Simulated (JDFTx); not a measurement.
Set up this calculation in JDFTx 1.7.0 (patched build), as the native input.

* Task: band structure
* Functional: LDA
* Potentials or basis: PseudoDojo-SR-LDA-0.4.1-standard with smoothed tails
* Cutoff: 1143 eV
* Density cutoff: 9143 eV
* k mesh: 8 × 8 × 8
* Occupations: fermi-dirac, width 0.05 eV
* Spin: no spin polarisation
* Band ratio of the Davidson solver: 1.3
* Local potential set to -Z/r beyond: 6 bohr
* Bands: 21
* Density cutoff over wavefunction cutoff: 8
* Max SCF steps: 30
* SCF threshold on the energy: 1e-06 Ha
* Solver of the electrons: minimize
* Further solve for the empty bands: no
* Start: density of an earlier self-consistent run, held fixed
* Path: G-X-W-K-G-L-U-W-L-K-U-X

Crystal: PbF2 (Fluorocronite).

```
Pb F
1.0
     0.00000    2.96366    2.96366
     2.96366    0.00000    2.96366
     2.96366    2.96366    0.00000
Pb F
1 2
Direct
  0.00000 0.00000 0.00000
  0.75000 0.75000 0.75000
  0.25000 0.25000 0.25000
```

One way to write it, as run:

bands.in

```
lattice \
    0.0000000000     2.9636600000     2.9636600000 \
    2.9636600000     0.0000000000     2.9636600000 \
    2.9636600000     2.9636600000     0.0000000000
latt-scale 1.889726124626 1.889726124626 1.889726124626
coords-type Lattice
ion Pb     0.0000000000     0.0000000000     0.0000000000 1
ion F      0.7500000000     0.7500000000     0.7500000000 1
ion F      0.2500000000     0.2500000000     0.2500000000 1

ion-species pseudo/Pb.upf
ion-species pseudo/F.upf
elec-cutoff 42 336
elec-ex-corr lda-PW
elec-smearing Fermi 0.0018374661
elec-n-bands 21
electronic-minimize nIterations 30 energyDiffThreshold 1e-06
davidson-band-ratio 1.3
forces-output-coords Cartesian
include path.kpoints
symmetries none
fix-electron-density run.$VAR

dump-name bands.$VAR
dump End Ecomponents EigStats BandEigs Kpoints Forces
```

path.kpoints

```
kpoint +0.0000000000 +0.0000000000 +0.0000000000 0.020000000000
kpoint +0.0714285714 +0.0000000000 +0.0714285714 0.020000000000
kpoint +0.1428571429 +0.0000000000 +0.1428571429 0.020000000000
kpoint +0.2142857143 +0.0000000000 +0.2142857143 0.020000000000
kpoint +0.2857142857 +0.0000000000 +0.2857142857 0.020000000000
kpoint +0.3571428571 +0.0000000000 +0.3571428571 0.020000000000
kpoint +0.4285714286 +0.0000000000 +0.4285714286 0.020000000000
kpoint +0.5000000000 +0.0000000000 +0.5000000000 0.020000000000
kpoint +0.5000000000 +0.0833333333 +0.5833333333 0.020000000000
kpoint +0.5000000000 +0.1666666667 +0.6666666667 0.020000000000
kpoint +0.5000000000 +0.2500000000 +0.7500000000 0.020000000000
kpoint +0.4375000000 +0.3125000000 +0.7500000000 0.020000000000
kpoint +0.3750000000 +0.3750000000 +0.7500000000 0.020000000000
kpoint +0.3281250000 +0.3281250000 +0.6562500000 0.020000000000
kpoint +0.2812500000 +0.2812500000 +0.5625000000 0.020000000000
kpoint +0.2343750000 +0.2343750000 +0.4687500000 0.020000000000
kpoint +0.1875000000 +0.1875000000 +0.3750000000 0.020000000000
kpoint +0.1406250000 +0.1406250000 +0.2812500000 0.020000000000
kpoint +0.0937500000 +0.0937500000 +0.1875000000 0.020000000000
kpoint +0.0468750000 +0.0468750000 +0.0937500000 0.020000000000
kpoint +0.0000000000 +0.0000000000 +0.0000000000 0.020000000000
kpoint +0.0833333333 +0.0833333333 +0.0833333333 0.020000000000
kpoint +0.1666666667 +0.1666666667 +0.1666666667 0.020000000000
kpoint +0.2500000000 +0.2500000000 +0.2500000000 0.020000000000
kpoint +0.3333333333 +0.3333333333 +0.3333333333 0.020000000000
kpoint +0.4166666667 +0.4166666667 +0.4166666667 0.020000000000
kpoint +0.5000000000 +0.5000000000 +0.5000000000 0.020000000000
kpoint +0.5250000000 +0.4500000000 +0.5250000000 0.020000000000
kpoint +0.5500000000 +0.4000000000 +0.5500000000 0.020000000000
kpoint +0.5750000000 +0.3500000000 +0.5750000000 0.020000000000
kpoint +0.6000000000 +0.3000000000 +0.6000000000 0.020000000000
kpoint +0.6250000000 +0.2500000000 +0.6250000000 0.020000000000
kpoint +0.5625000000 +0.2500000000 +0.6875000000 0.020000000000
kpoint +0.5000000000 +0.2500000000 +0.7500000000 0.020000000000
kpoint +0.5000000000 +0.2916666667 +0.7083333333 0.020000000000
kpoint +0.5000000000 +0.3333333333 +0.6666666667 0.020000000000
kpoint +0.5000000000 +0.3750000000 +0.6250000000 0.020000000000
kpoint +0.5000000000 +0.4166666667 +0.5833333333 0.020000000000
kpoint +0.5000000000 +0.4583333333 +0.5416666667 0.020000000000
kpoint +0.5000000000 +0.5000000000 +0.5000000000 0.020000000000
kpoint +0.4791666667 +0.4791666667 +0.5416666667 0.020000000000
kpoint +0.4583333333 +0.4583333333 +0.5833333333 0.020000000000
kpoint +0.4375000000 +0.4375000000 +0.6250000000 0.020000000000
kpoint +0.4166666667 +0.4166666667 +0.6666666667 0.020000000000
kpoint +0.3958333333 +0.3958333333 +0.7083333333 0.020000000000
kpoint +0.3750000000 +0.3750000000 +0.7500000000 0.020000000000
kpoint +0.6250000000 +0.2500000000 +0.6250000000 0.020000000000
kpoint +0.5833333333 +0.1666666667 +0.5833333333 0.020000000000
kpoint +0.5416666667 +0.0833333333 +0.5416666667 0.020000000000
kpoint +0.5000000000 +0.0000000000 +0.5000000000 0.020000000000
```

Potentials or basis: PseudoDojo-SR-LDA-0.4.1-standard with smoothed tails.

Command:

```sh
$ jdftx -c 1 -i bands.in -o bands.out
```

Results of the run:

```
Band gap along the path : 4.27 eV, indirect (least direct gap 4.43 eV)
```

Caveat: spin-orbit coupling is left out, which moves the levels of the heavy elements.

Run time: 61 s on 1 thread of Arm Neoverse V1 (shared host), peak memory 0.14 GiB.
